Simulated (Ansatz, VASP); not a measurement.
## MgS: VASP and Ansatz over several settings

```
CELL_PARAMETERS angstrom
4.03462 0.00000 0.00000
-2.01731 3.49409 0.00000
0.00000 0.00000 6.43229
ATOMIC_POSITIONS crystal
S 0.66667 0.33333 0.87924
S 0.33333 0.66667 0.37924
Mg 0.33333 0.66667 0.99575
Mg 0.66667 0.33333 0.49575
```

The cell comes from a database or a generator and needn't be the stable form of this composition.

Single points on this cell with VASP 6.6.1 and Ansatz 0.2.0. Each row is one pair of runs. Alike in all rows: spin: off; smearing: fermi-dirac, width 0.05 eV; VASP's potentials, cutoff: VASP PAW PBE potentials, release 64 (S, Mg), 520 eV; Ansatz's potentials, cutoff: Ansatz PAW, 420 eV.

| level | k mesh | gap on the k mesh at the Fermi level (eV), VASP | gap on the k mesh at the Fermi level (eV), Ansatz | least direct gap on the mesh (eV), VASP | least direct gap on the mesh (eV), Ansatz | pressure (GPa), VASP | pressure (GPa), Ansatz |
| --- | --- | --- | --- | --- | --- | --- | --- |
| PBE | 8 × 8 × 4 | 3.43 | 3.44 | 3.43 | 3.44 | 0.9 | 1.1 |
| HSE(alpha, omega) | 4 × 4 × 2 | 4.83 | 4.83 | 4.83 | 4.83 | -0.2 | 0.0 |
| PBEsol | 8 × 8 × 4 | 3.27 | 3.27 | 3.27 | 3.27 | -0.4 | -0.3 |

Gap on the k mesh at the fermi level (eV): the two programs differ by at most 0.008; least direct gap on the mesh (eV): the two programs differ by at most 0.008; pressure (GPa): the two programs differ by at most 0.23.

Caveats: the k mesh is coarse (spacing up to 0.49 Å⁻¹), so the values aren't converged, least of all with exact exchange (some rows); the PAW data sets were made with another functional, which shifts forces and pressure a little (VASP); the PAW data sets come from PBE, with cores solved anew for the run's functional, which leaves a small shift of forces and pressure (Ansatz); the thresholds are loose for stress (Ansatz).
